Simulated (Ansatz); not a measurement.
# 1T-PbSTe monolayer in a perpendicular field, part 2 of 3

Wanted: the out-of-plane response of the 1T-PbSTe monolayer. A positive field points along +c.

Ansatz 0.2.0; plane-wave DFT, PBE-D3(BJ), Ansatz PAW (the session's first sound run).

So far. Step 2 (Relaxing the slab): The lattice constant a goes from 3.646 to 3.771 Å.

### 3. Single point, field 0

A sawtooth potential applies the field, turning back in the middle of the vacuum. With the dipole correction the typed value is the field outside the slab. The induced dipole is small, so the SCF threshold is tight.

The cell differs from the one that the last finished run ended in (c 36.633 → 22.048 Å).

input.yaml reads:

```yaml
crystal:
  lattice:
    - [3.7706306735, 0.0, 0.0]
    - [-1.8853153367, 3.2654619515, 0.0]
    - [0.0, 0.0, 22.0478884604]
  atoms:
    - { symbol: Te, position: [0.6666666667, 0.3333333333, 0.4082023553] }
    - { symbol: Pb, position: [0.0, 0.0, 0.5216021594] }
    - { symbol: S, position: [0.3333333333, 0.6666666667, 0.5917976447] }
kpoints:
  mp_grid: { grid: [18, 18, 1] }
  band_path:
    path: [[0, 0, 0], [0.5, 0, 0], [0.33333333, 0.33333333, 0], [0, 0, 0]]
    npoints: 16
hamiltonian:
  xc: pbe
  dispersion: d3bj
scf:
  occupations: { method: fermi_dirac, width: 0.02585 }
  convergence: { dr2_threshold: 1.0e-10 }
efield:
  axis: 3
  dipole_correction: true
  ramp_position: 0.97
  ramp_width: 0.06
  amplitude: 0
output:
  dos: { projected: true, e_range: [-6, 5] }
  bader: true
  write_potential: true
  write_density: true
  volumetric_format: npy
  elf: true
```

Command:

```console
ansatz run input.yaml --threads 2 --pin off --max-ram 3072MiB --backend cpu --events-out ev --progress --plain --runs-dir out
```

Numbers of over 12 decimals in the logs are rounded to 6 here.

Output:

```text
[...]
Crystal: 3 atoms, lattice volume = 271.472 Å³
Basis set: ecut = 420 eV, 5341 PW (Γ)
Bands: 22, of which v1, the nominal top of the filled ones, is band 18 counted from 1 (17 counted from 0)
Symmetry: 6 space group operations
[...]
k-points: 37 of 324 (time reversal used)
[...]
SCF iter   1: F=—  HF=-19788.978705 eV  |F-HF|=—  |Δ(HF+E_count)|=         —  Δρ=1.31e-3  dr2=2.42e-2  ethr=1.77e-3  p=-0.052 e·Å  D=-3.50e-2 V/Å  ΔV_dip=0.77 eV  dr2_dipole=4.22e-3  V_vac-E_F(+/−)=5.90/5.13 eV  ⟨swp⟩=10.1  Hψ=5304  notcnv=0
efield: sawtooth ramp at fractional position 0.9700 (set: `efield.ramp_position`, or a place that a band, a saddle search or an elastic batch's reference lends), width 0.0600; the density the first Hamiltonian is built on has a dipole p = -0.052 e·Å; the dipole correction subtracts the counter field D = -3.50e-2 V/Å, which shifts the + side's vacuum level by +0.77 eV against the − side's; the planar-averaged density in the ramp window peaks in size at 8.7e-6 e/Å³
[...]
SCF iter   2: F=—  HF=-19788.979737 eV  |F-HF|=—  |Δ(HF+E_count)|=   1.03e-3  Δρ=8.23e-4  dr2=4.05e-3  ethr=6.72e-5  p=-0.052 e·Å  D=-3.47e-2 V/Å  ΔV_dip=0.76 eV  dr2_dipole=2.91e-4  V_vac-E_F(+/−)=5.96/5.19 eV  ⟨swp⟩=4.0  Hψ=2113  notcnv=0  defer=3
[...]
SCF iter  10: F=-19788.979145 eV  HF=-19788.979145 eV  |F-HF|=1.46e-11  |Δ(HF+E_count)|=  5.09e-11  Δρ=7.54e-8  dr2=1.95e-11  ethr=1.00e-12  p=-0.052 e·Å  D=-3.48e-2 V/Å  ΔV_dip=0.77 eV  dr2_dipole=4.22e-13  V_vac-E_F(+/−)=5.95/5.18 eV  ⟨swp⟩=4.1  Hψ=2198  notcnv=0
SCF 1 converged in 10 iterations: F = -19788.979145 eV  dr2 = 1.95e-11
[...]
NSCF: frozen V_eff on 49 k-points
efield: sawtooth ramp at fractional position 0.9700 (kept from the solve that this one continues, or follows in the run), width 0.0600; the density the first Hamiltonian is built on has a dipole p = -0.052 e·Å; the dipole correction subtracts the counter field D = -3.48e-2 V/Å, which shifts the + side's vacuum level by +0.77 eV against the − side's; the planar-averaged density in the ramp window peaks in size at 1.9e-6 e/Å³
WARN: The output density's exchange-correlation potential varies sharply where the density is thin. Do not read a vacuum level from v_tot or v_xc, or from such a field of the output density. On a cell that repeats whose density bears no net charge and no dipole along the vacuum's axis use v_es (v_loc + v_h of the components); under efield.dipole_correction with no amplitude use v_es + v_field, which holds any externa [...]
SCF converged after 10 iterations
Free energy (F): -19788.979145 eV
[...]
Internal energy: -19788.973281 eV  (E = F + TS)
E sigma→0 (E₀):  -19788.976213 eV
Entropy (-TS):   -0.005864 eV (-1.955 meV/atom)
Fermi energy:    -1.290437 eV
Dipole field:    D = -0.034757 V/Å  (p = -0.052145 e·Å, saw-weighted, corrected)
Work function:   Φ+ = 5.9488 eV   Φ− = 5.1825 eV
Levels:          The Fermi level and band energies are counted from a zero that moves with the ramp; work functions are not
[...]
--- Band table (eV; the first three rows and the last of 37) ---
  k-point 0: bands = [... 14 lower, -2.1644, -2.1644, -1.1865, 0.0218, 0.0218, 2.1268, 3.6457, 3.7396]
  k-point 1: bands = [... 14 lower, -2.3939, -2.2015, -1.0922, -0.2172, -0.0317, 2.2718, 3.4322, 3.7551]
  k-point 2: bands = [... 14 lower, -2.8530, -2.3061, -1.1832, -0.5872, -0.1764, 2.5080, 3.0344, 3.8322]
  k-point 36: bands = [... 14 lower, -4.4750, -4.3991, -3.2332, -2.3123, -1.8702, 1.8715, 2.1037, 3.6924]
--- Bader charges: 3 sites ---
  site symbol  charge [e]  shift [e]
     0     Te     -0.2009     0.0000
     1     Pb      0.8404     0.0002
     2      S     -0.6396     0.0002
  estimated error of the sums over rays = 2.5e-4 e
```

Run time: 11 s. Hardware: 2 threads of AMD EPYC 9R45, shared host; peak memory 0.68 GiB.

This step gave:

| Item | Value |
| --- | --- |
| energy at zero smearing | -19788.9762 eV |
| work function, upper face | 5.949 eV |
| work function, lower face | 5.182 eV |
| dipole along the normal | -0.05214 e·Å |
| step between the vacuum levels | 0.7663 eV |

Running mean over a fixed 2.8 Å (it still follows the layers) of the planar mean; the ramp of the sawtooth is left out. The electron's electrostatic potential energy less the Fermi level by z:

```tsv
z (Å)	electron's electrostatic potential energy less the Fermi level (eV)
2.94	5.18
3.38	5.18
3.82	5.18
4.26	5.18
4.70	5.18
5.14	5.18
5.59	5.16
6.03	5.09
6.47	4.87
6.91	4.13
7.35	3.08
7.79	2.38
8.23	1.33
8.67	0.388
9.11	-0.140
9.55	-0.960
10.00	-2.04
10.44	-3.55
10.88	-4.62
11.17	-4.86
11.61	-5.58
12.05	-6.15
12.49	-5.18
12.93	-3.02
13.38	-0.716
13.82	1.16
14.26	2.81
14.70	4.38
15.14	5.48
15.58	5.83
16.02	5.92
16.46	5.94
16.90	5.95
17.34	5.95
17.79	5.95
18.23	5.95
18.67	5.95
19.11	5.95
```

The density of states has structure finer than the step of the table below, so its rows give means over 0.2 eV, whole bins alone (the curve runs from -6 to 1.99 eV). Peaks (eV: height): -2.91: 4.83, -2.31: 4.56, -1.95: 5.63, -1.67: 5.74, -1.56: 7.00, -1.09: 4.57, 0.20: 4.36.

The density of states by energy, zero at the Fermi level; means over each step:

```tsv
energy (eV)	density of states (states/eV a cell)
-4.4	0
-4.2	0.682
-4.0	1.33
-3.8	1.88
-3.6	1.57
-3.4	1.69
-3.2	1.83
-3.0	2.30
-2.8	2.59
-2.6	2.20
-2.4	2.88
-2.2	1.92
-2.0	3.25
-1.8	4.07
-1.6	4.93
-1.4	1.63
-1.2	1.74
-1.0	2.55
-0.8	1.19
-0.6	1.46
-0.4	2.24
-0.2	2.59
0.0	2.95
0.2	2.64
0.4	1.76
0.6	1.97
0.8	1.16
1.0	0.670
1.2	0.471
1.4	0.0136
1.6	0
```

Projected DOS per atom over height of the atomic layer and energy from the Fermi level. Layers: Te Pb S from below.

Ten even steps from '0' (0.00 states/eV) to '9' (2.30 states/eV), each cell a mean:
```
000
000
200
401
412
713
513
301
504
516
629
315
314
424
223
122
211
000
000
000
000
000
```
Columns: height of the atomic layer (Å) from 9 to 13.0 (not evenly spaced); rows upwards: energy from the Fermi level (eV) from -5.96 to 1.96.

Electronic bands along the path, in eV, zero at the Fermi level:

```tsv
point	band 15	band 16	band 17	band 18	band 19	band 20	band 21	band 22
Γ	-0.87	-0.87	0.10	1.31	1.31	3.42	4.94	5.03
halfway	-1.99	-1.47	-1.44	0.33	0.59	3.08	4.62	5.14
M	-2.89	-1.93	-1.78	-0.48	0.06	2.83	3.72	4.86
halfway	-3.07	-2.52	-1.69	-1.03	-0.22	3.06	3.84	4.51
K	-3.18	-3.11	-1.94	-1.02	-0.58	3.16	3.39	4.98
halfway	-2.35	-1.88	-1.44	-0.31	0.57	3.41	4.16	4.91
Γ	-0.87	-0.87	0.10	1.31	1.31	3.42	4.94	5.03
```

The electronic bands as a text plot (rows in eV, shown from -7.9 to 4.3 only):

```
    4.1 |    **       ****     *****               ***    ***
    3.6 |********         *****     **********************   ****
    3.1 |        ********************************
    2.6 |
    2.0 |
    1.5 |**                                                    **
    1.0 | *******                                        *******
    0.5 |    ***********                         ************
    0.0 |******     ****************         ****     *   *******
   -0.5 |      *        **********  *********      ***   *
   -1.0 |**********               *****************   *** *******
   -1.5 |   ***  ************  ******           ****** ***  *
   -2.0 |      ******   *********    *********** ***********
   -2.5 |**********  ***         ******     *****  *** **********
   -3.0 |          **   *************  *****    *******
   -3.5 |            ***             **************
   -4.1 |               **************
   -4.6 |
   -5.1 |
   -5.6 |
   -6.1 |
   -6.6 |
   -7.1 |************                               *************
   -7.6 |            *******************************
         Γ                   M           K                      Γ
```

Valence density in the ca plane at fractional y = 0.000, with atoms of Pb within 0.2 Å of it. It is the smooth field of the valence electrons, not physical close to the nuclei.

Ten steps, logarithmic in the rise over the least value, from '0' (0.00 × 1e0 e/Å³) to '9' (8.65 × 1e0 e/Å³), each cell a mean:
```
00000000000000000011112579975210000000000000
00000000000000000111112357764211000000000000
00000000000000001222222234433221100000000000
00000000000000011233221112222332100000000000
00000000000000012333321111122332210000000000
00000000000000012233321111122332110000000000
00000000000000001222221223332222100000000000
00000000000000001122212345643211000000000000
00000000000000000111112468874210000000000000
00000000000000000011112589985310000000000000
```
Columns run along c (16.0 Å, from fractional 0.10 to 0.83 of the cell), rows up along a (3.8 Å). Atoms in or near the plane, at fractional coordinates: Pb at (0.52, 0.00).

Electrostatic potential energy in the ca plane at fractional y = 0.000, with atoms of Pb within 0.2 Å of it. With pseudopotentials it is smooth inside the atoms' cores, unlike the true potential.

Ten even steps from '0' (-36 eV) to '9' (4 eV), each cell a mean:
```
99999999999999998500101689999999999999999999
99999999999999998720004899999999999999999999
99999999999988888875467899999999999999999999
99999999999877789988888889999999999999999999
99999999999866688999898888999999999999999999
99999999999876788998888888999999999999999999
99999999999887889887778889999999999999999999
99999999999998898851136899999999999999999999
99999999999999998600002789999999999999999999
99999999999999998401200689999999999999999999
```
Columns run along c (16.0 Å, from fractional 0.19 to 0.92 of the cell; values clipped at the 3rd and 97th percentile), rows up along a (3.8 Å). Atoms in or near the plane, at fractional coordinates: Pb at (0.52, 0.00).

ELF in the ca plane at fractional y = 0.000, with atoms of Pb within 0.2 Å of it. It is the smooth field of the valence electrons, not physical close to the nuclei.

Values, 6 rows by 16 columns, each cell a mean:
```
0.00 0.00 0.01 0.07 0.18 0.16 0.34 0.16 0.25 0.06 0.01 0.00 0.00 0.00 0.00 0.00
0.00 0.00 0.03 0.28 0.54 0.40 0.29 0.33 0.36 0.40 0.10 0.00 0.00 0.00 0.00 0.00
0.00 0.00 0.07 0.49 0.62 0.56 0.21 0.19 0.63 0.71 0.26 0.01 0.00 0.00 0.00 0.00
0.00 0.00 0.06 0.45 0.62 0.54 0.23 0.23 0.57 0.66 0.22 0.01 0.00 0.00 0.00 0.00
0.00 0.00 0.02 0.19 0.43 0.31 0.33 0.34 0.29 0.26 0.06 0.00 0.00 0.00 0.00 0.00
0.00 0.00 0.01 0.05 0.12 0.14 0.32 0.08 0.25 0.04 0.01 0.00 0.00 0.00 0.00 0.00
```
Columns run along c (16.0 Å, from fractional 0.19 to 0.92 of the cell), rows up along a (3.8 Å). Atoms in or near the plane, at fractional coordinates: Pb at (0.52, 0.00).

The work function of the upper face is 5.95 eV.

### 4. Atoms held, field 0.1 V/Å

input.yaml, as its differences from that of step 3:

```diff
@@ -25,6 +25,4 @@
   ramp_width: 0.06
-  amplitude: 0
+  amplitude: 0.1
 output:
-  dos: { projected: true, e_range: [-6, 5] }
-  bader: true
   write_potential: true
@@ -32,2 +30 @@
   volumetric_format: npy
-  elf: true
```

Output:

```text
[...]
Crystal: 3 atoms, lattice volume = 271.472 Å³
Basis set: ecut = 420 eV, 5341 PW (Γ)
Bands: 22, of which v1, the nominal top of the filled ones, is band 18 counted from 1 (17 counted from 0)
Symmetry: 6 space group operations
[...]
k-points: 37 of 324 (time reversal used)
[...]
--- Band table (eV; the first three rows and the last of 37) ---
  k-point 0: bands = [... 14 lower, -2.1746, -2.1746, -1.1992, 0.0024, 0.0024, 2.0878, 3.3724, 3.7264]
  k-point 1: bands = [... 14 lower, -2.4031, -2.2118, -1.1065, -0.2361, -0.0510, 2.2305, 3.3386, 3.5609]
  k-point 2: bands = [... 14 lower, -2.8601, -2.3164, -1.2019, -0.6035, -0.1958, 2.4635, 3.0153, 3.5971]
  k-point 36: bands = [... 14 lower, -4.4911, -4.4126, -3.2463, -2.3341, -1.8850, 1.8564, 2.0890, 3.6737]
[key lines of the parts left out:]
SCF converged after 11 iterations
Free energy (F): -19788.976091 eV
Fermi energy:    -1.307680 eV
Dipole field:    D = -0.005943 V/Å  (p = -0.008915 e·Å, saw-weighted, corrected)
```

Wall time 6.9 s (2 threads); peak memory 0.66 GiB; 14 s of CPU time.

The dipole is -0.00892 e·Å, 0.0432 e·Å from its value without field.

### 5. Single point, field -0.1 V/Å

input.yaml, as its differences from that of step 4:

```diff
@@ -25,3 +25,3 @@
   ramp_width: 0.06
-  amplitude: 0.1
+  amplitude: -0.1
 output:
```

Output:

```text
[...]
Crystal: 3 atoms, lattice volume = 271.472 Å³
Basis set: ecut = 420 eV, 5341 PW (Γ)
Bands: 22, of which v1, the nominal top of the filled ones, is band 18 counted from 1 (17 counted from 0)
Symmetry: 6 space group operations
[...]
k-points: 37 of 324 (time reversal used)
[...]
--- Band table (eV; the first three rows and the last of 37) ---
  k-point 0: bands = [... 14 lower, -2.1550, -2.1550, -1.1748, 0.0403, 0.0403, 2.1600, 3.7518, 3.7518]
  k-point 1: bands = [... 14 lower, -2.3856, -2.1921, -1.0788, -0.1991, -0.0132, 2.3065, 3.4612, 3.7809]
  k-point 2: bands = [... 14 lower, -2.8467, -2.2966, -1.1654, -0.5718, -0.1580, 2.5441, 3.0482, 3.8447]
  k-point 36: bands = [... 14 lower, -4.4597, -4.3864, -3.2209, -2.2914, -1.8561, 1.8856, 2.1173, 3.7098]
[key lines of the parts left out:]
SCF converged after 11 iterations
Free energy (F): -19788.986519 eV
Fermi energy:    -1.274028 eV
Dipole field:    D = -0.063548 V/Å  (p = -0.095338 e·Å, saw-weighted, corrected)
```

Wall time 6.7 s (2 threads); peak memory 0.65 GiB.

The dipole is -0.0953 e·Å, -0.0432 e·Å from its value without field.

### 6. Single point, field 0.5 V/Å

input.yaml, as its differences from that of step 5:

```diff
@@ -25,3 +25,3 @@
   ramp_width: 0.06
-  amplitude: -0.1
+  amplitude: 0.5
 output:
```

Output:

```text
[...]
Crystal: 3 atoms, lattice volume = 271.472 Å³
Basis set: ecut = 420 eV, 5341 PW (Γ)
Bands: 22, of which v1, the nominal top of the filled ones, is band 18 counted from 1 (17 counted from 0)
Symmetry: 6 space group operations
[...]
k-points: 37 of 324 (time reversal used)
[...]
--- Band table (eV; the first three rows and the last of 37) ---
  k-point 0: bands = [... 14 lower, -2.2249, -2.2249, -1.2610, -0.0839, -0.0839, 1.7267, 2.2487, 3.4512]
  k-point 1: bands = [... 14 lower, -2.4490, -2.2621, -1.1750, -0.3207, -0.1373, 1.8111, 2.3495, 3.3329]
  k-point 2: bands = [... 14 lower, -2.8980, -2.3668, -1.2868, -0.6785, -0.2820, 1.9701, 2.5483, 2.9756]
  k-point 36: bands = [... 14 lower, -4.5646, -4.4769, -3.3067, -2.4299, -1.9533, 1.7862, 2.0200, 3.5866]
[key lines of the parts left out:]
SCF converged after 12 iterations
Free energy (F): -19789.007181 eV
Fermi energy:    -1.385444 eV
Dipole field:    D = 0.109679 V/Å  (p = 0.164545 e·Å, saw-weighted, corrected)
```

It took 7.2 s on 2 threads; peak memory 0.65 GiB.

The dipole is 0.165 e·Å, 0.217 e·Å from its value without field.

### 7. Atoms held, field -0.3 V/Å

input.yaml, as its differences from that of step 6:

```diff
@@ -25,4 +25,6 @@
   ramp_width: 0.06
-  amplitude: 0.5
+  amplitude: -0.3
 output:
+  dos: { projected: true, e_range: [-6, 5] }
+  bader: true
   write_potential: true
@@ -30 +32,2 @@
   volumetric_format: npy
+  elf: true
```

Output:

```text
[...]
Crystal: 3 atoms, lattice volume = 271.472 Å³
Basis set: ecut = 420 eV, 5341 PW (Γ)
Bands: 22, of which v1, the nominal top of the filled ones, is band 18 counted from 1 (17 counted from 0)
Symmetry: 6 space group operations
[...]
k-points: 37 of 324 (time reversal used)
[...]
k-point 2: bands = [... 14 lower, -2.8369, -2.2804, -1.1327, -0.5437, -0.1236, 2.5997, 3.0586, 3.5569]
  k-point 36: bands = [... 14 lower, -4.4319, -4.3641, -3.1986, -2.2522, -1.8306, 1.9109, 2.1416, 3.7412]
--- Bader charges: 3 sites ---
  site symbol  charge [e]  shift [e]
     0     Te     -0.1813     0.0000
     1     Pb      0.8403     0.0002
     2      S     -0.6590     0.0002
  estimated error of the sums over rays = 2.5e-4 e
[key lines of the parts left out:]
SCF converged after 11 iterations
Free energy (F): -19789.014220 eV
Fermi energy:    -1.243733 eV
Dipole field:    D = -0.121088 V/Å  (p = -0.181662 e·Å, saw-weighted, corrected)
```

Elapsed: 12 s, on 2 threads; peak memory 0.66 GiB.

The dipole is -0.182 e·Å, -0.130 e·Å from its value without field.

### 8. Response, atoms held

This step: plane-wave DFT, PBE-D3(BJ), Ansatz PAW; response to a field along the normal, atoms held (Ansatz 0.2.0).

The dipoles give the slope, and the difference of two potentials shows where the field is screened.

This step gave:

```
equivalent conductor thickness p/(ε₀AE) : 6.350 Å
distance between the outer atoms        : 4.048 Å
```

Dipole of the cell against applied field:

```tsv
applied field (V/Å)	dipole of the cell (e·Å)
-0.300	-0.182
-0.100	-0.0953
0.000	-0.0521
0.100	-0.00892
0.500	0.165
```

Local field over the applied field, running mean. From the potentials at -0.1 and 0.1 V/Å; running mean over 2.5 Å. Local field over applied field against z:

```tsv
z (Å)	local field over applied field
4.5	0.997
5.0	0.992
5.5	0.978
6.0	0.943
6.5	0.864
7.0	0.725
7.5	0.549
8.0	0.372
8.5	0.210
9.0	0.0839
9.5	0.0248
10.0	0.0153
10.5	0.0152
11.0	0.0137
11.5	0.0233
12.0	0.0388
12.5	0.0703
13.0	0.164
13.5	0.318
14.0	0.498
14.5	0.676
15.0	0.833
15.5	0.931
16.0	0.976
16.5	0.992
17.0	0.998
17.5	0.999
```

Electrons, planar mean, per unit field. Table of induced electron density by z:

```tsv
z (Å)	induced electron density (e/Å³ per V/Å)
4.5	1.1e-5
5.0	3.3e-5
5.5	9.9e-5
6.0	2.8e-4
6.5	7.3e-4
7.0	0.00171
7.5	0.00319
8.0	0.00335
8.5	0.00105
9.0	2.1e-4
9.5	5.7e-4
10.0	1.4e-4
10.5	-7.0e-4
11.0	-3.3e-4
11.5	5.0e-4
12.0	2.6e-4
12.5	-6.4e-4
13.0	-6.0e-4
13.5	-0.00255
14.0	-0.00373
14.5	-0.00224
15.0	-9.1e-4
15.5	-3.3e-4
16.0	-1.1e-4
16.5	-3.2e-5
17.0	-9.3e-6
17.5	-2.6e-6
```

By hand: between -0.1 and 0.1 V/Å the dipole changes by 0.08642 e·Å, a slope of 0.4321 e·Å²/V. A perfect conductor of thickness t has p = ε₀AEt, so t = 180.95 × 0.4321 / 12.313 = 6.35 Å (e/ε₀ = 180.95 V·Å, A in Å²).

The induced dipole is that of a conductor 6.35 Å thick.

[end of part 2 of 3]

[Logs are printed without paths, hosts, clocks, repeated set-up lines and the standing remarks that a program may print on its own settings, such as how far it seeks lower states.]

[Hosts, paths, dates, database ids (printed as entryN), source tags and the programs' standing remarks are cut or masked in the printed files.]

[Maps of the electrostatic potential energy from Ansatz leave out the sawtooth potential of an applied field or a dipole correction, so their vacuum need not be flat; planar profiles and work functions include it.]

[The density of states shown here was stored with 400 of the rows of the run's finer table, so its peaks can read low, often by over a quarter, or be missed, and its means over a window can be off by a tenth or more.]
